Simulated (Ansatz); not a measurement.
Strain and the gap of KCl (CsCl type)

KCl (CsCl type), relaxed with r2SCAN in the plane-wave code Ansatz. The symmetry is Pm-3m (No. 221, cubic); a = 3.771 Å in the conventional setting, 26.82 Å³ an atom. K is surrounded by 8 Cl at 3.27 Å; Cl is surrounded by 8 K at 3.27 Å.

The axes x, y and z are those of this cell:
```
K Cl
1.0
     3.77117    0.00000    0.00000
     0.00000    3.77117    0.00000
     0.00000    0.00000    3.77117
K Cl
1 1
Direct
  0.00000 0.00000 0.00000
  0.50000 0.50000 0.50000
```

Unstrained: The PBE gap is indirect, 5.030 eV (M to Γ), below the direct gap of 5.243 eV at Γ. The r2SCAN gap is indirect, 5.801 eV (M to Γ), below the direct gap of 6.016 eV at Γ. HSE06 gives an indirect gap of 6.365 eV, from M to Γ; the least direct gap is 6.595 eV at Γ. Meshes: PBE 8×8×8, r2SCAN 8×8×8, HSE06 6×6×6. Strains are changes of length per length, and xy shears are angles. After each strain the atoms were relaxed again with r2SCAN within the symmetry that the strain leaves, so tilts or polar shifts that break it weren't tested; points keep the names that they have in the unstrained zone. The calculation is spin-unpolarised, and the structure need not be a phase that has been made.

Changes of the least gap in eV (an overlap counts as a negative gap):

| strain | volume change (%) | space group | PBE | r2SCAN | HSE06 | energy rise, r2SCAN (meV/atom) |
| --- | --- | --- | --- | --- | --- | --- |
| biaxial -5.73 % in x and y, z held | -11.1 | P4/mmm | +0.369 | +0.360 | +0.402 | 39.0 |
| epitaxial -0.51 % in the xy plane, free normal strain +0.13 % | -0.9 | P4/mmm | +0.031 | +0.033 | +0.033 | 0.3 |
| xy shear, engineering strain (angle) +1.43 % | 0.0 | Cmmm | +0.001 | +0.001 | +0.001 | 0.1 |

Biaxial -5.73 % in x and y, z held. HSE06: the gap goes from 6.365 to 6.767 eV (+0.402 eV). Stress change with r2SCAN, compression positive: xx +4.65, yy +4.65, zz +1.49 GPa.

Epitaxial -0.51 % in the xy plane, free normal strain +0.13 %. HSE06: the gap goes from 6.365 to 6.398 eV (+0.033 eV). Stress change with r2SCAN, compression positive: xx +0.31, yy +0.31, zz +0.01 GPa.

Xy shear, engineering strain (angle) +1.43 %. HSE06: the gap goes from 6.365 to 6.366 eV (+0.001 eV). Stress change with r2SCAN, compression positive: xx +0.01, yy +0.01, zz +0.01, xy -0.11 GPa.

The meshes of the hybrids are coarse, so their gaps aren't converged to the digits shown.
